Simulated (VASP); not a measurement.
A run of VASP 6.6.1 is set up as follows.

The input INCAR:

```
SYSTEM = In2O3
PREC = Accurate
ENCUT = 520
EDIFF = 1E-6
ISMEAR = -1
SIGMA = 0.01
LREAL = Auto
LASPH = .True.
NELM = 100
ALGO = Fast
ISIF = 2
LWAVE = .False.
LCHARG = .False.
GGA = PE
NBANDS = 202
```

KPOINTS

```
Automatic mesh
0
Gamma
  1 1 1
  0.25 0.25 0.25
```

POSCAR

```
In2O3
1.0
   -5.1442825144      5.1442825144      5.1442825144
    5.1442825144     -5.1442825144      5.1442825144
    5.1442825144      5.1442825144     -5.1442825144
In O
16 24
Direct
    0.2835716748      0.5335716748      0.7500000000
    0.7164283252      0.4664283252      0.2500000000
    0.0000000000      0.5000000000      0.0000000000
    0.0000000000      0.0000000000      0.5000000000
    0.7500000000      0.2835716748      0.5335716748
    0.2500000000      0.7164283252      0.4664283252
    0.7835716748      0.0335716748      0.7500000000
    0.2164283252      0.9664283252      0.2500000000
    0.5335716748      0.7500000000      0.2835716748
    0.7500000000      0.7835716748      0.0335716748
    0.5000000000      0.0000000000      0.0000000000
    0.5000000000      0.5000000000      0.5000000000
    0.2500000000      0.2164283252      0.9664283252
    0.4664283252      0.2500000000      0.7164283252
    0.9664283252      0.2500000000      0.2164283252
    0.0335716748      0.7500000000      0.7835716748
    0.5366066848      0.7718998283      0.5437571076
    0.7718998283      0.5437571076      0.5366066848
    0.5071504228      0.2352931435      0.9633933152
    0.7718572794      0.7281001717      0.2647068565
    0.2281001717      0.4562428924      0.4633933152
    0.2718572794      0.0071504228      0.0437571076
    0.4562428924      0.4633933152      0.2281001717
    0.9562428924      0.7281427206      0.9928495772
    0.7352931435      0.2281427206      0.2718998283
    0.9633933152      0.5071504228      0.2352931435
    0.2352931435      0.9633933152      0.5071504228
    0.0437571076      0.2718572794      0.0071504228
    0.0366066848      0.4928495772      0.7647068565
    0.7281427206      0.9928495772      0.9562428924
    0.2718998283      0.7352931435      0.2281427206
    0.9928495772      0.9562428924      0.7281427206
    0.7281001717      0.2647068565      0.7718572794
    0.2647068565      0.7718572794      0.7281001717
    0.2281427206      0.2718998283      0.7352931435
    0.4928495772      0.7647068565      0.0366066848
    0.0071504228      0.0437571076      0.2718572794
    0.7647068565      0.0366066848      0.4928495772
    0.5437571076      0.5366066848      0.7718998283
    0.4633933152      0.2281001717      0.4562428924
```

Potentials or basis: VASP PAW PBE potentials, release 64 (In_d, O).

Command:

```sh
$ cat potpaw_PBE.64/In_d/POTCAR potpaw_PBE.64/O/POTCAR > POTCAR
$ mpirun -np 1 vasp_std > vasp.out
```

(1) What does it give for the band gap on the k mesh?

(2) Predict the pressure.

(3) Predict the largest force.

## Answers

(1) 3.68 eV, direct.

(2) 0.4 GPa.

(3) 0.013 eV/Å.

Caveat: the k mesh is coarse (spacing up to 0.86 Å⁻¹), so the values aren't converged; spin-orbit coupling is left out, which moves the levels of the heavy elements.
